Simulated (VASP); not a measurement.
Wanted: the native input for a VASP 6.6.1 run.

```yaml
Task: relaxation of cell and atoms
Functional: PBEsol
Potentials_or_basis: VASP PAW PBE potentials, release 64 (B)
Cutoff: 600 eV
k_mesh: 6 × 6 × 6
Occupations: gaussian, width 0.1 eV
Spin: no spin polarisation
Dipole_correction: no
Further_INCAR_settings: ALGO = Normal; EDIFF = 1e-06; IBRION = 2; EDIFFG = -0.04; NSW = 90; ISIF = 3
```

The structure of B lies in POSCAR:

```
B
1.0
    3.6557875427      0.0000000000      0.0000000000
    0.0000000000      3.6557875427      0.0000000000
    0.0000000000      0.0000000000      3.6557875427
B
8
Direct
    0.5000000000      0.5000000000      0.5000000000
    0.0000000000      0.0000000000      0.0000000000
    0.2500000000      0.0000000000      0.5000000000
    0.5000000000      0.2500000000      0.0000000000
    0.5000000000      0.7500000000      0.0000000000
    0.7500000000      0.0000000000      0.5000000000
    0.0000000000      0.5000000000      0.7500000000
    0.0000000000      0.5000000000      0.2500000000
```

The cell was built by a generator and needn't be a form met in nature.

The input as run:

INCAR

```
ALGO = Normal ; EDIFF = 1E-6
EDIFFG = -0.04 ; ENCUT = 600
GGA = PS ; IBRION = 2
ISIF = 3 ; ISMEAR = 0
LASPH = T ; LCHARG = F
LREAL = F ; LWAVE = F
NELM = 100 ; NSW = 90
PREC = Accurate ; SIGMA = 0.1
```

KPOINTS

```
k-points
0
Gamma
  6 6 6
```

Potentials or basis: VASP PAW PBE potentials, release 64 (B).

The run is started by

```bash
$ cat potpaw_PBE.64/B/POTCAR > POTCAR
$ mpirun -np 1 vasp_std > vasp.out
```

It gave:

```yaml
Pressure_after_relaxing: 0.0 GPa
Band_gap_on_the_k_mesh: none (metal or under the smearing width)
```

Caveat: the relaxation stopped at its first step, so nothing moved; the PAW data sets were made with another functional, which shifts forces and pressure a little.

Run time: 15 s on 1 thread of Intel(R) Xeon(R) Platinum 8488C (Sapphire Rapids), with other jobs on the host, peak memory 0.16 GiB.
